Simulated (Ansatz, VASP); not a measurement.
Two plane-wave programs on Ag

```
Ag
1.0
    -1.37825    1.37825    1.37825
     1.37825   -1.37825    1.37825
     1.37825    1.37825   -1.37825
Ag
1
Direct
  0.00000 0.00000 0.00000
```

Change from the starting cell: volume scaled by 0.65, PAW files.

Alike in both runs: task single point; functional LDA; k mesh 17 × 17 × 17; occupations fermi-dirac, width 0.1 eV; no spin polarisation.

```csv
,VASP,Ansatz
version,VASP 6.6.1,Ansatz 0.2.0
potentials or method,"VASP PAW LDA potentials, release 64 (Ag)","PAW with Ansatz's default frozen-core files, scalar-relativistic"
plane-wave cutoff (eV),520,420
valence electrons in the cell,11,19
```

VASP gave:

```
pressure (GPa) : 192.3
```

Estimate Ansatz's values.

pressure (GPa): 191.4.

The two sets of potentials don't hold the same shells in valence.

Caveats: the cell as given lies far from equilibrium; so large a pressure means that the cell lies far from this level's equilibrium, or that cutoff or potentials fall short (VASP).
